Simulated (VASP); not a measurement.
Input and output of a VASP PBE single-point calculation on NbP (strained database structure)

INCAR

```
NBANDS = 26
LASPH = .TRUE.
ISIF = 2
EDIFF = 1E-7
LCHARG = .FALSE.
GGA = PE
LREAL = .FALSE.
SIGMA = 0.02
IBRION = -1
NSW = 0
ENCUT = 520
LWAVE = .FALSE.
PREC = Accurate
ISMEAR = -1
NELM = 120
```

KPOINTS

```
KPOINTS created by Atomic Simulation Environment
0
Gamma
10 10 10
0 0 0
```

KPOINTS_OPT

```
special points
11
Reciprocal
0.0000000000 0.0000000000 0.0000000000 1
0.0000000000 0.0000000000 0.5000000000 1
0.2500000000 0.2500000000 0.2500000000 1
0.0000000000 0.5000000000 0.0000000000 1
0.5000000000 0.5000000000 -0.5000000000 1
0.2711998329 0.7288001671 -0.2711998329 1
-0.2711998329 0.2711998329 0.2711998329 1
-0.0423996659 0.0423996659 0.5000000000 1
0.5000000000 0.5000000000 -0.0423996659 1
0.2438150000 0.4833980000 -0.4833980000 1
0.2605790000 -0.2605790000 0.2605790000 1
```

POSCAR

```
Nb P
 1.0000000000000000
    -1.7599873386000000    1.7599873386000000    6.0438451495000001
     1.7599873386000000   -1.7599873386000000    6.0438451495000001
     1.7599873386000000    1.7599873386000000   -6.0438451495000001
 Nb  P
   2   2
Cartesian
 -0.0000000000000000  0.0000000000000000  9.0617598356371118
  1.7599873386000005 -0.0000000000000001  6.0398372608871096
 -0.0000000000000000  0.0000000000000000  4.0247190878105847
  1.7599873386000005 -0.0000000000000001  1.0027965130605849
```

VASP ran with the recommended PBE PAW datasets (36 valence electrons in the cell).

Command

```
mpirun -np 1 vasp_std
```

OSZICAR

```
N       E                     dE             d eps       ncg     rms          rms(c)
DAV:   1     0.337895888428E+03    0.33790E+03   -0.18971E+04  5312   0.135E+03
DAV:   2    -0.836271096759E+01   -0.34626E+03   -0.33680E+03  6424   0.491E+02
DAV:   3    -0.354965310478E+02   -0.27134E+02   -0.26730E+02  9598   0.102E+02
DAV:   4    -0.373485946484E+02   -0.18521E+01   -0.18419E+01  8352   0.216E+01
DAV:   5    -0.374070192862E+02   -0.58425E-01   -0.58370E-01  9030   0.412E+00    0.109E+01
DAV:   6    -0.345007769296E+02    0.29062E+01   -0.11193E+01  8248   0.213E+01    0.380E+00
DAV:   7    -0.344870515695E+02    0.13725E-01   -0.85066E-01  7896   0.536E+00    0.257E+00
DAV:   8    -0.344790613420E+02    0.79902E-02   -0.12036E-01  8294   0.202E+00    0.501E-01
DAV:   9    -0.344793192391E+02   -0.25790E-03   -0.76373E-03  8558   0.531E-01    0.312E-01
DAV:  10    -0.344797386568E+02   -0.41942E-03   -0.20406E-03  6790   0.393E-01    0.486E-02
DAV:  11    -0.344797205856E+02    0.18071E-04   -0.12840E-04  8364   0.908E-02    0.234E-02
DAV:  12    -0.344797150688E+02    0.55168E-05   -0.15005E-05  7964   0.360E-02    0.118E-02
DAV:  13    -0.344797147197E+02    0.34910E-06   -0.12631E-06  7870   0.987E-03    0.346E-03
DAV:  14    -0.344797145455E+02    0.17416E-06   -0.87516E-08  4458   0.262E-03    0.463E-04
DAV:  15    -0.344797146303E+02   -0.84750E-07   -0.20288E-08  3694   0.189E-03
   1 F= -.34479715E+02 E0= -.34479147E+02  d E =-.113517E-02
       N       E                     dE             ncg
DAV:   1     0.631105403954E+04   -0.11047E+05      580
DAV:   2     0.249129109894E+04   -0.38198E+04      678
DAV:   3     0.218095491475E+04   -0.31034E+03     1064
DAV:   4     0.216356637862E+04   -0.17389E+02      872
DAV:   5     0.216275780558E+04   -0.80857E+00      984
DAV:   6     0.216274231532E+04   -0.15490E-01      856
DAV:   7     0.216274191522E+04   -0.40010E-03      888
DAV:   8     0.216274189243E+04   -0.22789E-04      984
DAV:   9     0.216274189152E+04   -0.91277E-06      768
DAV:  10     0.216274189146E+04   -0.58587E-07      584
```

From OUTCAR

```
k-points           NKPTS =    102   k-points in BZ     NKDIM =    102   number of bands    NBANDS=     26

   NELECT =      36.0000    total number of electrons

   dimension x,y,z NGX =    50 NGY =   50 NGZ =   50
   dimension x,y,z NGXF=   100 NGYF=  100 NGZF=  100

  energy-cutoff  :      520.00
  volume of cell :       74.88
      direct lattice vectors                 reciprocal lattice vectors
    -1.759987339  1.759987339  6.043845150     0.000000000  0.284092953  0.082728791
     1.759987339 -1.759987339  6.043845150     0.284092953  0.000000000  0.082728791
     1.759987339  1.759987339 -6.043845150     0.284092953  0.284092953  0.000000000

 k-points in reciprocal lattice and weights: KPOINTS created by Atomic Simulation Env
   0.00000000  0.00000000  0.00000000       0.001
   0.10000000  0.00000000 -0.00000000       0.008
   0.20000000  0.00000000 -0.00000000       0.008
   0.30000000  0.00000000  0.00000000       0.008
   0.40000000  0.00000000  0.00000000       0.008
   0.50000000  0.00000000 -0.00000000       0.004
   0.10000000  0.10000000 -0.00000000       0.008
   0.20000000  0.10000000 -0.00000000       0.016
   ...

 E-fermi :   8.6645

 k-point     1 :       0.0000    0.0000    0.0000
  band No.  band energies     occupation
      1     -46.6859      2.00000
      2     -46.6686      2.00000
      3     -22.7724      2.00000
      4     -22.7131      2.00000
      5     -22.7131      2.00000
      6     -22.5980      2.00000
      7     -22.5980      2.00000
      8     -22.5651      2.00000
      9      -3.2724      2.00000
     10      -1.3658      2.00000
     11       3.1654      2.00000
     12       6.1105      2.00000
     13       6.6246      2.00000
     14       6.6246      2.00000
     15       6.9451      2.00000
     16       7.2707      2.00000
     17       7.3846      2.00000
     18       7.3846      2.00000
     19       9.3546      0.00000
     20       9.9272      0.00000
     21      10.8046      0.00000
     22      11.1994      0.00000
     23      11.1994      0.00000
     24      11.5973      0.00000
     25      12.0497      0.00000
     26      12.0510      0.00000

 k-point     2 :       0.1000    0.0000   -0.0000
  band No.  band energies     occupation
      1     -46.6848      2.00000
      2     -46.6682      2.00000
      3     -22.7685      2.00000
      4     -22.7261      2.00000
      5     -22.7120      2.00000
      6     -22.6119      2.00000
      7     -22.5966      2.00000
      8     -22.5661      2.00000
      9      -3.1562      2.00000
     10      -1.3459      2.00000
     11       3.2596      2.00000
     12       5.8726      2.00000
     13       6.4757      2.00000
     14       6.5447      2.00000
     15       6.8211      2.00000
     16       7.1876      2.00000
     17       7.3420      2.00000
     18       7.6459      2.00000
     19       9.2209      0.00000
     20       9.7411      0.00000
     21      10.5892      0.00000
     22      11.0713      0.00000
     23      11.4310      0.00000
     24      11.4446      0.00000
     25      12.0648      0.00000
     26      12.3994      0.00000

 k-point     3 :       0.2000    0.0000   -0.0000
  band No.  band energies     occupation
      1     -46.6819      2.00000
      2     -46.6671      2.00000
      3     -22.7751      2.00000
      4     -22.7428      2.00000
      5     -22.7089      2.00000
      6     -22.6458      2.00000
      7     -22.5929      2.00000
      8     -22.5713      2.00000
      9      -2.8267      2.00000
     10      -1.2949      2.00000
     11       3.4795      2.00000
     12       5.3533      2.00000
     13       5.6779      2.00000
     14       6.3530      2.00000
     15       6.9755      2.00000
     16       7.1576      2.00000
     17       7.3056      2.00000
     18       8.0080      2.00000
     19       9.0216      0.00000
     20       9.5565      0.00000
     21      10.0910      0.00000
     22      10.8398      0.00000
     23      11.1951      0.00000
     24      11.8392      0.00000
     25      12.3388      0.00000
     26      13.1126      0.00000

 k-point     4 :       0.3000    0.0000    0.0000
  band No.  band energies     occupation
      1     -46.6781      2.00000
      2     -46.6659      2.00000
      3     -22.8166      2.00000
      4     -22.7315      2.00000
      5     -22.7052      2.00000
      6     -22.6825      2.00000
      7     -22.5883      2.00000
      8     -22.5809      2.00000
      9      -2.3464      2.00000
     10      -1.2404      2.00000
     11       3.6014      2.00000
     12       4.4738      2.00000
     13       5.3687      2.00000
     14       6.1219      2.00000
     15       6.8981      2.00000
     16       7.0784      2.00000
     17       7.3995      2.00000
     18       8.3382      2.00000
     19       8.8471      0.00022
     20       9.6227      0.00000
     21       9.9676      0.00000
     22      10.6751      0.00000
     23      11.0652      0.00000
     24      12.1658      0.00000
     25      12.3585      0.00000
     26      13.6829      0.00000

 k-point     5 :       0.4000    0.0000    0.0000
  band No.  band energies     occupation
      1     -46.6748      2.00000
      2     -46.6651      2.00000
      3     -22.8529      2.00000
      4     -22.7364      2.00000
      5     -22.7021      2.00000
      6     -22.6914      2.00000
      7     -22.5920      2.00000
      8     -22.5846      2.00000
      9      -1.8403      2.00000
     10      -1.2332      2.00000
     11       3.3220      2.00000
     12       3.9141      2.00000
     13       5.4811      2.00000
     14       5.9309      2.00000
     15       6.7043      2.00000
     16       6.9951      2.00000
     17       7.4903      2.00000
     18       8.4421      1.99997
     19       8.7668      0.01196
     20       9.7172      0.00000
     21      10.3443      0.00000
     22      10.7654      0.00000
     23      11.0104      0.00000
     24      11.9635      0.00000
     25      12.4905      0.00000
     26      13.8294      0.00000

 k-point     6 :       0.5000    0.0000   -0.0000
  band No.  band energies     occupation
      1     -46.6734      2.00000
      2     -46.6649      2.00000
      3     -22.8668      2.00000
      4     -22.7453      2.00000
      5     -22.7010      2.00000
      6     -22.6862      2.00000
      7     -22.5977      2.00000
      8     -22.5832      2.00000
      9      -1.5550      2.00000
     10      -1.2928      2.00000
     11       3.0673      2.00000
     12       3.7923      2.00000
     13       5.6075      2.00000
     14       5.8573      2.00000
     15       6.6352      2.00000
     16       6.9396      2.00000
     17       7.4710      2.00000
     18       8.4909      1.99966
     19       8.7540      0.02254
     20       9.7404      0.00000
     21      10.6200      0.00000
     22      10.7469      0.00000
     23      11.2352      0.00000
     24      11.5789      0.00000
     25      12.6970      0.00000
     26      13.7520      0.00000

 k-point     7 :       0.1000    0.1000   -0.0000
  band No.  band energies     occupation
      1     -46.6835      2.00000
      2     -46.6679      2.00000
      3     -22.7627      2.00000
      4     -22.7275      2.00000
      5     -22.7224      2.00000
      6     -22.6120      2.00000
      7     -22.6086      2.00000
      8     -22.5692      2.00000
      9      -3.0276      2.00000
     10      -1.3578      2.00000
     11       3.4099      2.00000
     12       5.6832      2.00000
     13       6.4173      2.00000
     14       6.4507      2.00000
     15       6.4822      2.00000
     16       6.9670      2.00000
     17       7.6367      2.00000
     18       7.7770      2.00000
     19       9.1207      0.00000
     20       9.4962      0.00000
     21      10.7881      0.00000
     22      10.8493      0.00000
     23      11.4263      0.00000
     24      11.7134      0.00000
     25      11.9786      0.00000
     26      12.4139      0.00000

 k-point     8 :       0.2000    0.1000   -0.0000
  band No.  band energies     occupation
      1     -46.6805      2.00000
      2     -46.6670      2.00000
      3     -22.7720      2.00000
      4     -22.7396      2.00000
      5     -22.7200      2.00000
      6     -22.6440      2.00000
      7     -22.6064      2.00000
      8     -22.5755      2.00000
      9      -2.6974      2.00000
     10      -1.3271      2.00000
     11       3.6777      2.00000
     12       5.2140      2.00000
     13       5.6526      2.00000
     14       6.1504      2.00000
     15       6.5285      2.00000
     16       6.9580      2.00000
     17       7.6784      2.00000
     18       8.1351      2.00000
     19       8.9696      0.00000
     20       9.3520      0.00000
     21      10.3440      0.00000
     22      11.0771      0.00000
     23      11.2816      0.00000
     24      11.7199      0.00000
     25      12.3458      0.00000
     26      12.8782      0.00000

 ...

  Total      -10.3537882    -10.3537882     -9.0929476      0.0000000      0.0000000      0.0000000
  in kB     -221.5222998   -221.5222998   -194.5462502      0.0000000      0.0000000      0.0000000
  external PRESSURE =    -212.5302833 kB  Pullay stress =       0.0000000 kB

 POSITION                                       TOTAL-FORCE (eV/Angst)
 -----------------------------------------------------------------------------------
      0.00000      0.00000      9.06176         0.000000     -0.000000      0.011706
      1.75999      0.00000      6.03984        -0.000000      0.000000      0.011706
      0.00000      0.00000      4.02472        -0.000000     -0.000000     -0.011706
      1.75999     -0.00000      1.00280         0.000000      0.000000     -0.011706
 -----------------------------------------------------------------------------------
    total drift:                                0.000000      0.000000     -0.000046

  FREE ENERGIE OF THE ION-ELECTRON SYSTEM (eV)
  ---------------------------------------------------
  free  energy   TOTEN  =       -34.4797146303 eV

  energy  without entropy=      -34.4785794627  energy(sigma->0) =      -34.47914705
```

The gap between bands v and c is -0.13 eV (bands overlap: a metal) and the least direct gap is 0.00 eV. The pressure is -21.3 GPa and the largest force is 0.01 eV/Å.

Band v is the last that the valence electrons fill when counted band by band, and c is the next.

The run took about 11 min on one core of a shared host (Intel Xeon Platinum 8488C) and held 0.52 GiB at most.
